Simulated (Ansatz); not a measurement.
**Si2W: response to strain**

Si2W is deformed so: equal xx and yy strain of -2 %. What stress and forces result, by LAPW, PAW and all-electron datasets made for the crystal?

Computed with Ansatz 0.2.0 (DFT PBE, scalar-relativistic, unless a step's input says otherwise).

### Step 1. Starting point

The structure is tetragonal, space group I4/mmm (No. 139). Conventional cell: a = 3.212 Å, b = 3.212 Å, c = 7.880 Å, α = 90.00°, β = 90.00°, γ = 90.00°. Around Si (site symmetry 4mm) lie 5 Si at 2.62 to 2.63 Å and 5 W at 2.62 Å. W (site symmetry 4/mmm) is surrounded by 10 Si at 2.62 Å.

Coordinates:

```cif
data_structure
_symmetry_space_group_name_H-M 'I4/mmm'
_symmetry_Int_Tables_number 139
_cell_length_a 3.2120
_cell_length_b 3.2120
_cell_length_c 7.8800
_cell_angle_alpha 90.000
_cell_angle_beta 90.000
_cell_angle_gamma 90.000
_cell_volume 81.30
loop_
_atom_site_label
_atom_site_type_symbol
_atom_site_symmetry_multiplicity
_atom_site_Wyckoff_symbol
_atom_site_fract_x
_atom_site_fract_y
_atom_site_fract_z
_atom_site_occupancy
Si1 Si 4 e 0.00000 0.00000 0.33300 1
W1 W 2 a 0.00000 0.00000 0.00000 1
```

The file gives the conventional cell by its symmetry; the runs use the cell typed in the input.

Atoms are numbered in the order of the input: Si1, Si2, W3.

### Step 2. After the deformation

Space group I4/mmm before, I4/mmm after.

### Step 3. Full-potential LAPW

File input.yaml:

```yaml
crystal:
  lattice:
    - [-1.57388, 1.57388, 3.94]
    - [1.57388, -1.57388, 3.94]
    - [1.57388, 1.57388, -3.94]
  atoms:
    - { symbol: Si, position: [0.333, 0.333, 0.0] }
    - { symbol: Si, position: [0.667, 0.667, 0.0] }
    - { symbol: W, position: [0.0, 0.0, 0.0] }
kpoints:
  mp_grid: { grid: [11, 11, 14] }
  band_path:
    path:
      - [0.0, 0.0, 0.0]
      - [0.0, 0.0, 0.5]
      - [0.25, 0.25, 0.25]
      - [0.0, 0.5, 0.0]
      - [0.0, 0.0, 0.0]
      - [0.5, 0.5, -0.5]
      - [0.2898924582, 0.7101075418, -0.2898924582]
      - [-0.2898924582, 0.2898924582, 0.2898924582]
      - [0.0, 0.0, 0.0]
    npoints: 5
scf:
  occupations: { method: fermi_dirac, width: 0.05 }
hamiltonian:
  xc: pbe
  pseudopotentials: { kind: all_electron, lapw: { basis_error: 0.001 } }
output:
  forces: true
  stress: true
  eigenvalues: true
```

Run with:

```bash
ansatz run input.yaml --threads 1 --pin off --max-ram 6144MiB --backend cpu --events-out ev --progress --plain --runs-dir out
```

The program printed (excerpt; [...] marks lines left out):

```text
Warning: crystal.symmetry: narrowed to the stabiliser of the k-point mesh — unitary ops 16 → 4; excluded 12 operations that carry a point of the 11×11×14 mesh (shift [0, 0, 0]) off the mesh (the run samples exactly the mesh kpoints.mp_grid names, as under crystal.symmetry.detect: false, [...]
LAPW: plane waves up to 8.038 Å⁻¹, error target 1.0e-3 eV per atom; small_component_spin mean_spin; Si in spheres of 1.132 Å, 12 of its electrons in bands, Dirac shells []; W in spheres of 1.453 Å, 38 of its electrons in bands, Dirac shells []
[...]
Pseudopotentials: kind: all_electron
Pseudopotential: Si, LAPW, valence charge 12, Koelling and Harmon's equation, gaussian nucleus
Pseudopotential: W, LAPW, valence charge 38, Koelling and Harmon's equation, gaussian nucleus
Functional definition: PBE
[...]
Crystal: 3 atoms, lattice volume = 39.039 Å³
Basis set: ecut = 246.14941751066905 eV, 331 PW (Γ), FFT grids on a1+a3, a2+a3, a3, exchange–correlation at level 2
Bands: 38, of which v1, the nominal top of the filled ones, is band 31 counted from 1 (30 counted from 0)
Symmetry: 4 space group operations
k-points: 468 of 1694
[...]
SCF iter   1: F=—  HF=-454987.856755 eV  |F-HF|=—  |Δ(HF+E_count)|=         —  Δρ=2.67e-2  dr2=2.06e-1  ethr=3.32e-4  ⟨swp⟩=2.8  Hψ=116164  notcnv=0
[...]
the basis was enlarged: its passes take 580.1 KiB over the memory plan, 1 of 1 planned eigensolver slots
[...]
SCF iter   9: F=-454987.684263 eV  HF=-454987.684263 eV  |F-HF|=1.94e-8  |Δ(HF+E_count)|=   2.78e-8  Δρ=1.06e-5  dr2=4.58e-8  ethr=8.52e-10  ⟨swp⟩=2.2  Hψ=49820  notcnv=0
[...]
NSCF: frozen V_eff on 41 k-points
SCF converged after 9 iterations
Free energy (F): -454987.684263 eV
[...]
E sigma→0 (E₀):  -454987.683160 eV
Entropy (-TS):   -0.002205 eV (-0.735 meV/atom)
Fermi energy:    21.426631 eV
[...]
--- Forces (eV/Å), atoms counted from 1 ---
  atom   1  Si    -0.00015650    -0.00015650     0.11089890
  atom   2  Si     0.00015650     0.00015650    -0.11089890
  atom   3  W      0.00000000     0.00000000    -0.00000000
[...]
--- Stress (GPa, compression-positive) ---
       14.813339       0.016069      -0.005422
        0.016069      14.813339      -0.005422
       -0.005422      -0.005422       4.500244
  P = ⅓ Tr σ = 11.3756 GPa (113.756 kbar)
--- Band table (eV; the first three rows and the last of 468) ---
[...]
```

Wall time 85 s (1 thread of Intel Xeon 6975P-C (Granite Rapids), shared host); peak memory 1.6 GiB.

This run gives: pressure 11.38 GPa; no gap; largest force 0.111 eV/Å.

### Step 4. PAW with frozen cores

File input.yaml:

```yaml
crystal:
  lattice:
    - [-1.57388, 1.57388, 3.94]
    - [1.57388, -1.57388, 3.94]
    - [1.57388, 1.57388, -3.94]
  atoms:
    - { symbol: Si, position: [0.333, 0.333, 0.0] }
    - { symbol: Si, position: [0.667, 0.667, 0.0] }
    - { symbol: W, position: [0.0, 0.0, 0.0] }
kpoints:
  mp_grid: { grid: [11, 11, 14] }
scf:
  occupations: { method: fermi_dirac, width: 0.05 }
hamiltonian:
  xc: pbe
  pseudopotentials: { kind: paw }
output:
  forces: true
  stress: true
  eigenvalues: true
  efg: { contact_densities: true }
```

Run with:

```bash
ansatz run input.yaml --threads 1 --pin off --max-ram 6144MiB --backend cpu --events-out ev --progress --plain --runs-dir out
```

The program printed (excerpt; [...] marks lines left out):

```text
Warning: crystal.symmetry: narrowed to the stabiliser of the k-point mesh — unitary ops 16 → 4; excluded 12 operations that carry a point of the 11×11×14 mesh (shift [0, 0, 0]) off the mesh (the run samples exactly the mesh kpoints.mp_grid names, as under crystal.symmetry.detect: false, [...]
W: output.efg is read without spin–orbit coupling, which moves field gradients at and beside such atoms by some per cent and up to a factor of two; PAW files take it under magnetization.noncollinear and magnetization.spin_orbit
[...]
Pseudopotentials: kind: paw
Pseudopotential: Si, paw, valence charge 4, recommended cutoff 420 eV (normal)
Pseudopotential: W, paw, valence charge 14, recommended cutoff 420 eV (normal)
[... 1 set-up line as earlier in the session ...]
[...]
Crystal: 3 atoms, lattice volume = 39.039 Å³
Basis set: ecut = 420 eV, 769 PW (Γ), FFT grids on a1+a3, a2+a3, a3, exchange–correlation on 48×48×64 points (8 copies of the dense FFT grid, shifted against one another)
[...]
  atom   2  Si     0.00015168     0.00015168    -0.10793968
  atom   3  W      0.00000000     0.00000000     0.00000000
[...]
--- Stress (GPa, compression-positive) ---
       14.861139       0.015733      -0.005514
        0.015733      14.861139      -0.005514
       -0.005514      -0.005514       4.566825
  P = ⅓ Tr σ = 11.4297 GPa (114.297 kbar)
--- PAW observables at the nuclei: V_zz in 10²¹ V/m², potentials from the cell's mean, atoms counted from 1 ---
  atom   1  Si V_zz =    -0.629526   η = 0.0195   by run symmetry: allowed
            electrostatic potential = -1371.415070 V   contact ρ = 12809.859308 e/Å³
  atom   2  Si V_zz =    -0.629526   η = 0.0195   by run symmetry: allowed
            electrostatic potential = -1371.415070 V   contact ρ = 12809.859308 e/Å³
  atom   3  W  V_zz =   -10.223271   η = 0.0059   by run symmetry: allowed
            electrostatic potential = -14814.094896 V   contact ρ = 8821967.936549 e/Å³
--- Band table (eV; the first three rows and the last of 468) ---
  k-point 0: bands = ["-56.2604", "-20.6242", "-20.5273", "-20.5268", "3.0384", "10.3248", "13.3895", "13.9427", "14.5983", "14.5986", "18.2960", "20.2049", "20.5261", "20.9187", "20.9191"]
[...]
```

It took 7.4 s on 1 thread of Intel Xeon 6975P-C (Granite Rapids), shared host; peak memory 0.57 GiB.

This run gives: pressure 11.43 GPa; no gap; largest force 0.108 eV/Å; Vzz Si1 -0.6, W3 -10.2 (10²¹ V/m²).

### Step 5. Datasets made for this crystal

Edit input.yaml of step 4 so:

```diff
@@ -15,3 +15,3 @@
   xc: pbe
-  pseudopotentials: { kind: paw }
+  pseudopotentials: { kind: all_electron, datasets: crystal }
 output:
```

Run with:

```bash
ansatz run input.yaml --threads 1 --pin off --max-ram 6144MiB --backend cpu --events-out ev --progress --plain --runs-dir out
```

The program printed (excerpt; [...] marks lines left out):

```text
Warning: crystal.symmetry: narrowed to the stabiliser of the k-point mesh — unitary ops 16 → 4; excluded 12 operations that carry a point of the 11×11×14 mesh (shift [0, 0, 0]) off the mesh (the run samples exactly the mesh kpoints.mp_grid names, as under crystal.symmetry.detect: false, [...]
W: output.efg is read without spin–orbit coupling, which moves field gradients at and beside such atoms by some per cent and up to a factor of two; PAW files take it under magnetization.noncollinear and magnetization.spin_orbit
[...]
[... 1 set-up line as earlier in the session ...]
Pseudopotential: Si, paw, valence charge 12, recommended cutoff 320 eV (normal), Koelling and Harmon's equation, gaussian nucleus
Pseudopotential: W, paw, valence charge 28, recommended cutoff 320 eV (normal), Koelling and Harmon's equation, gaussian nucleus
[... 1 set-up line as earlier in the session ...]
[...]
Crystal: 3 atoms, lattice volume = 39.039 Å³
[...]
  atom   2  Si     0.00015734     0.00015734    -0.11066949
  atom   3  W      0.00000000    -0.00000000     0.00000000
[...]
--- Stress (GPa, compression-positive) ---
       14.811747       0.016097      -0.005432
        0.016097      14.811747      -0.005432
       -0.005432      -0.005432       4.496226
  P = ⅓ Tr σ = 11.3732 GPa (113.732 kbar)
  It holds what live shells' own plane waves past their cutoff add
--- PAW observables at the nuclei: V_zz in 10²¹ V/m², potentials from the cell's mean, atoms counted from 1 ---
  atom   1  Si V_zz =    -0.614594   η = 0.0202   by run symmetry: allowed
            electrostatic potential = -1371.223555 V   contact ρ = 12818.843225 e/Å³
  atom   2  Si V_zz =    -0.614594   η = 0.0202   by run symmetry: allowed
            electrostatic potential = -1371.223555 V   contact ρ = 12818.843225 e/Å³
  atom   3  W  V_zz =   -10.044875   η = 0.0060   by run symmetry: allowed
            electrostatic potential = -14813.917417 V   contact ρ = 8817631.493950 e/Å³
--- Band table (eV; the first three rows and the last of 468) ---
  k-point 0: bands = ["6.9564", "14.2438", "17.3085", "17.8638", "18.5165", "18.5169", "22.2135", "24.1288", "24.4431"]
[...]
```

It took 2.3 min on 1 thread of Intel Xeon 6975P-C (Granite Rapids), shared host; peak memory 3.3 GiB.

This run gives: pressure 11.37 GPa; no gap; largest force 0.111 eV/Å; Vzz Si1 -0.6, W3 -10.0 (10²¹ V/m²).

### Step 6. Stress and forces compared

Stress (GPa, compression positive):

```csv
method,xx,yy,zz,yz,xz,xy
LAPW,14.81,14.81,4.50,-0.01,-0.01,0.02
PAW,14.86,14.86,4.57,-0.01,-0.01,0.02
crystal datasets,14.81,14.81,4.50,-0.01,-0.01,0.02
```

Forces (eV/Å):

```csv
atom,LAPW x,LAPW y,LAPW z,PAW x,PAW y,PAW z,crystal datasets x,crystal datasets y,crystal datasets z
Si1,0.000,0.000,0.111,0.000,0.000,0.108,0.000,0.000,0.111
Si2,0.000,0.000,-0.111,0.000,0.000,-0.108,0.000,0.000,-0.111
W3,0.000,0.000,0.000,0.000,0.000,0.000,0.000,0.000,0.000
```

| method | pressure (GPa) | largest force (eV/Å) | Vzz Si1 (10²¹ V/m²) | Vzz W3 (10²¹ V/m²) | SCF cycles, all passes |
| --- | --- | --- | --- | --- | --- |
| LAPW | 11.38 | 0.111 | – | – | 9 |
| PAW | 11.43 | 0.108 | -0.63 | -10.22 | 6 |
| crystal datasets | 11.37 | 0.111 | -0.61 | -10.04 | 10 |

### Step 7. Outcome

| quantity | value |
| --- | --- |
| pressure | LAPW 11.38, PAW 11.43, crystal datasets 11.37 GPa |
| largest shear or deviatoric stress (LAPW) | 6.88 GPa |

In words: The largest part of the stress beyond the pressure is 6.88 GPa in size, in the zz component; the atoms are carried along and not relaxed. No run of the undeformed cell stands beside it, so the pressure holds what the given cell had before the change. PAW: stress within 0.07 GPa of LAPW, forces within 3 meV/Å. Crystal datasets: stress within 0.01 GPa of LAPW, forces within 1 meV/Å. Spin-orbit coupling is left out, though the cell holds W; in elements this heavy it can shift bands and gaps by tenths of an eV. The k mesh doesn't keep the crystal's whole symmetry, which leaves small spurious terms.
